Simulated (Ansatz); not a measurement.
**Structure relaxation of WS**

Computed with DFT PBE, scalar-relativistic, plane waves, PAW (Ansatz). Cutoff 420 eV, Γ-centred k mesh, Gaussian smearing, no spin polarisation in the final step.

WS was placed on the zinc blende structure type (F-43m, No. 216), with W in place of Zn, at a guessed volume.

```
CELL_PARAMETERS angstrom
0.00000 2.74559 2.74559
2.74559 0.00000 2.74559
2.74559 2.74559 0.00000
ATOMIC_POSITIONS crystal
W 0.00000 0.00000 0.00000
S 0.75000 0.75000 0.75000
```

Cell and atoms relax at zero pressure; the relaxation can't lower the symmetry of the start. After a coarse first stage the cell is made exact in the group found at 0.06 Å.

The zero of energy is the elements' standard structures at the same level; no fitted shifts are applied.

Task: Which crystal results?

Result: It keeps F-43m (No. 216). The result has the zinc blende structure. Conventional cell: a = 5.334 Å. W has 4 S at 2.31 Å; around S lie 4 W at 2.31 Å.

```
W S
1.0
     0.00000    2.66702    2.66702
     2.66702    0.00000    2.66702
     2.66702    2.66702    0.00000
W S
1 1
Direct
  0.00000 0.00000 0.00000
  0.75000 0.75000 0.75000
```

Task: What are its volume, energy, density and gap?

Result: The volume per atom is 18.97 Å³. The density is 9.45 g/cm³, the energy over the elements is 0.47 eV/atom and the gap on the 18×18×18 mesh is 0 eV (a metal).

The final run used a 18×18×18 mesh on its 2-atom cell and 0.10 eV smearing. The k mesh leaves about 4 meV/atom of noise in metals. Spin–orbit coupling is left out. A later test with randomly moved atoms lowered the energy by 681 meV/atom on a coarse mesh, so it isn't stable against such moves and is likely a saddle point held by symmetry. The steps took about 30 core-seconds in all.

Cost: 6 runs of about 7.9 core-minutes in all, on Intel Xeon Platinum 8488C (Sapphire Rapids) (shared hosts).